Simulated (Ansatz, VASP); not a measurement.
**N in VASP and in Ansatz**

The input INCAR:

```
PREC = Accurate
ENCUT = 600
EDIFF = 1E-7
ISMEAR = 0
SIGMA = 0.1
LREAL = F
LASPH = T
NELM = 100
ALGO = Normal
ISIF = 3
LWAVE = F
LCHARG = F
GGA = PE
IBRION = 2
NSW = 100
EDIFFG = -0.01
```

File KPOINTS:

```
Automatic mesh
0
Gamma
  30 30 30
```

Contents of POSCAR:

```
N
1.0
    0.0000000000      1.5578689640      1.5578689640
    1.5578689640      0.0000000000      1.5578689640
    1.5578689640      1.5578689640      0.0000000000
N
1
Direct
    0.0000000000      0.0000000000      0.0000000000
```

Input for Ansatz:

```yaml
crystal:
  lattice:
    - [0.0, 1.557868964, 1.557868964]
    - [1.557868964, 0.0, 1.557868964]
    - [1.557868964, 1.557868964, 0.0]
  atoms:
    - { symbol: "N", position: [0.0, 0.0, 0.0] }
basis:
  ecutwfc: 420
kpoints:
  mp_grid: { grid: [30, 30, 30] }
hamiltonian:
  xc: pbe
scf:
  occupations: { method: gaussian, width: 0.1 }
output:
  forces: true
  stress: true
  eigenvalues: true
relax:
  adjacent_minimum: "off"
  f_tol: 0.01
  max_steps: 80
  cell: { stress_tol: 0.05 }
```

Alike in both runs: task relaxation of cell and atoms; functional PBE; k mesh 30 × 30 × 30; occupations gaussian, width 0.1 eV; no spin polarisation.

|  | VASP | Ansatz |
| --- | --- | --- |
| version | VASP 6.6.1 | Ansatz 0.2.0 |
| potentials or method | VASP PAW PBE potentials, release 64 (N) | scalar-relativistic, plane waves, PAW |
| plane-wave cutoff (eV) | 600 | 420 |
| valence electrons in the cell | 5 | 5 |

VASP gave:

```
gap on the k mesh at the Fermi level, each at its own relaxed structure (eV) : none
relaxed volume (Å³/atom)                                                     : 7.58
relaxed cell length with the largest relative difference (Å)                 : 2.205
```

Question: Which values does Ansatz return?

Answer: gap on the k mesh at the Fermi level, each at its own relaxed structure (eV): none; relaxed volume (Å³/atom): 7.60; relaxed cell length with the largest relative difference (Å): 2.207.

A gap of «none» marks a metal or a gap that the smearing closes.
